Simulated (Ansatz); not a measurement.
Born–Oppenheimer molecular dynamics of a periodic cell of 12 atoms, WS$_{2}$ (start crystal WS2, start structure R3m, volume 1.1 times the crystal's). It goes on from the last frame of an earlier run, with new velocities.

Computed with DFT LDA, scalar-relativistic, plane waves, PAW in Ansatz. Settings: cutoff 420 eV, k mesh 2x2x2, fermi-dirac smearing 0.17 eV, no spin polarisation.

- ensemble: NVT, Langevin thermostat
- time step: 2 fs
- steps asked: 309
- set temperature: 1600 K
- friction: 0.02 /fs
- temperature schedule: 232 steps to 300 K, then 77 steps to 300 K
- seed: 78626

First frame:

```xyz
12
Lattice="-3.2599 -1.8821 6.3623 3.2599 -1.8821 6.3623 0.0000 3.7643 6.3623" Properties=species:S:1:pos:R:3
W -0.260 -0.530 -0.177
S 0.140 -0.310 4.691
S 0.047 -0.591 7.559
W -0.006 -2.349 6.037
S -0.086 -2.256 11.223
S -0.097 -2.326 14.091
W -1.734 0.457 5.931
S -1.434 0.556 10.736
S -1.691 0.562 13.932
W 1.586 0.614 6.259
S 1.623 0.393 10.721
S 1.244 0.299 13.986
```

Question: What does the run give?

Answer: All steps were run.

| Quantity | Value |
| --- | --- |
| steps done | 309 |
| time covered | 618 fs |
| mean temperature over the second half | 546 K |
| spread of the potential energy over the second half | 27.4 meV per atom |
| mean potential energy of the second half above the start | -211.2 meV per atom |

The schedule's set-point averaged 409 K over the second half and the system 546 K, so it lags behind the ramp. A run of 0.62 ps of so small a system gives no equilibrium averages. Limits of this set-up: coarse k mesh.

Question: What happens to the structure?

Answer: Mean squared displacements from the first frame to the last, about the centre of mass: W 0.04 Å², S 0.08 Å². Another seed would give other details.

Question: How do temperature and energy run in time?

Answer: 
```tsv
time (fs)	T (K)	potential energy less start (eV)
0.0	1467	0.000
30.0	1855	-0.398
60.0	1589	0.367
90.0	1888	-0.531
120.0	1233	-1.497
150.0	1378	-1.774
180.0	1056	-2.232
210.0	809	-1.810
240.0	937	-2.043
270.0	1043	-2.114
300.0	864	-1.921
330.0	708	-2.168
360.0	616	-2.709
390.0	558	-2.365
420.0	882	-2.173
450.0	765	-2.269
480.0	346	-2.252
510.0	503	-2.808
540.0	415	-2.942
570.0	381	-2.858
600.0	411	-2.948
```

The run took 27 min on 1 thread of Arm Neoverse V1, with other jobs on the host, peak memory 0.6 GiB.
